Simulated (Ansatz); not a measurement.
Reactions of C3H10Si2, SMILES `C=C[SiH2][SiH2]C`.

Isolated molecules relaxed with PBE0-D4/def2-TZVP in Ansatz; ΔE leaves out vibrations. CCSD(T)/CBS adds triple-zeta CCSD(T) − MP2 to the extrapolated MP2 energy (def2 sets, frozen cores). This one scheme is used for every species. Double bonds are as drawn, so ΔE can hold a change between cis and trans. No spin–orbit coupling; open shells (•) take unrestricted orbitals. For Ge outer-core shells are correlated without core-valence functions, which leaves a few kJ/mol of doubt a bond. Scalar relativity is left out up to krypton. One conformer a species, not always the lowest.

| reaction | CCSD(T)/CBS(def2) (kcal/mol) |
| --- | --- |
| `C=C[SiH2][SiH2]C` + silanol → `C[SiH2]O[SiH3]` + `C=C[SiH3]` | -27.3 |
| `C=C[SiH2][SiH2]C` + acetic acid → `C[SiH2]OC(C)=O` + `C=C[SiH3]` | -21.5 |
| `C=C[SiH2][SiH2]C` → `[SiH3]C[SiH]1CC1` | ? |
| `C=C[SiH2][SiH2]C` + `[SiH3]/C=[CH]/[GeH3]` → `C[SiH2]/C=C/[SiH3]` + `C=C[SiH2][GeH3]` | -7.7 |
| `C=C[SiH2][SiH2]C` + `BN` → `BN[SiH2]C=C` + `C[SiH3]` | -11.4 |
| `C=C[SiH2][SiH2]C` → `[CH3]`• + `C=C[SiH2][SiH2]`• | 89.8 |
| `C=C[SiH2][SiH2]C` + `CC[SiH2]S` → `CC[SiH2]SC` + `C=C[SiH2][SiH3]` | 12.0 |
| `C=C[SiH2][SiH2]C` + `S[SiH](Cl)Cl` → `C=C[SiH2]S[SiH](Cl)Cl` + `C[SiH3]` | ? |
| `C=C[SiH2][SiH2]C` → `C=C[SiH3]` + `C[SiH]` | ? |

**Question.** Fill in the missing values. (Estimate.)

**Answer.** The calculation gave: `C=C[SiH2][SiH2]C` → `[SiH3]C[SiH]1CC1`: +6.7 kcal/mol; `C=C[SiH2][SiH2]C` + `S[SiH](Cl)Cl` → `C=C[SiH2]S[SiH](Cl)Cl` + `C[SiH3]`: -18.3 kcal/mol; `C=C[SiH2][SiH2]C` → `C=C[SiH3]` + `C[SiH]`: +55.7 kcal/mol.

Largest T1 diagnostic: 0.015, for `C=C[SiH2][SiH2]`•.
